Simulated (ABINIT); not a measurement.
A run of ABINIT 10.8.3 (patched build):

Contents of run.abi:

```
# Datasets: ground state, then fixed potential
ndtset 2

# Pseudopotentials
pp_dirpath "./"
pseudos "Zr.hgh, Se.hgh"

# Structure
acell 3*1.0
rprim
     7.1771798213     0.0000000000     0.0000000000
    -3.5885899107     6.2156200529     0.0000000000
     0.0000000000     0.0000000000    11.7011841637
ntypat 2
znucl 40 34
natom 3
typat 1 2 2
xred
     0.0000000000     0.0000000000     0.0000000000
     0.6666666667     0.3333333333     0.7500000000
     0.3333333333     0.6666666667     0.2500000000

# Plane-wave basis
ecut 20.0

# Exchange and correlation
ixc 7

# Bands and occupations
occopt 3
tsmear 0.00183747

# SCF cycle
nstep 100

# Output
iomode 3
prtwf 0
prteig 0
prtebands 0
enunit 1
prtden1 1

# Dataset 1
kptopt1 1
ngkpt1 8 8 5
nshiftk1 1
shiftk1 0.0 0.0 0.0
nband1 12
tolvrs1 1.0e-10

# Dataset 2: bands along G-M-K-G-A-L-H-A
iscf2 -2
getden2 1
nband2 18
nbdbuf2 4
tolwfr2 1.0e-11
kptopt2 -7
ndivsm2 8
prteig2 1
prtvol2 -3
kptbounds2
     0.0000000000     0.0000000000     0.0000000000
     0.5000000000     0.0000000000     0.0000000000
     0.3333333333     0.3333333333     0.0000000000
     0.0000000000     0.0000000000     0.0000000000
     0.0000000000     0.0000000000     0.5000000000
     0.5000000000     0.0000000000     0.5000000000
     0.3333333333     0.3333333333     0.5000000000
     0.0000000000     0.0000000000     0.5000000000
```

Potentials or basis: HGH LDA.

Command:

```sh
$ abinit run.abi > log 2>&1
```

Hardware: 1 thread of Arm Neoverse V1 (shared host).

Question: Estimate the wall time of this run.

Answer: Run time: 80 s on 1 thread of Arm Neoverse V1 (shared host), peak memory 0.12 GiB. Counts: scf iterations 11, mpi ranks 1, k points 40, bands 12, plane waves 2249.
